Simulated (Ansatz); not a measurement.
The system is C.

```
C
1.0
     2.12732   -1.22828    0.00000
     2.12732    1.22828    0.00000
    -1.37907    0.00000    3.50283
C
2
Direct
  0.16664 0.16664 0.99991
  0.83336 0.83336 0.00009
```

This is a stacking variant of graphite.

Base run:

* Program: Ansatz 0.2.0
* Functional: LDA
* Potentials or basis: Ansatz PAW
* Cutoff: 420 eV (not typed: the program's choice for these potentials)
* k mesh: 13 × 13 × 8
* Occupations: fermi-dirac, width 0.05 eV
* Spin: no spin polarisation

Its results: pressure -4.1 GPa; largest force 0.003 eV/Å.

Q: The run is repeated on the same cell with these changes: functional from LDA to r2SCAN; cutoff from 420 eV (not typed: the program's choice for these potentials) to 500 eV (not typed: the program's choice for these potentials). What comes out?

A: Pressure -0.2 GPa; largest force 0.011 eV/Å.

Caveats: the PAW data sets come from PBE, with cores solved anew for the run's functional, which leaves a small shift of forces and pressure.
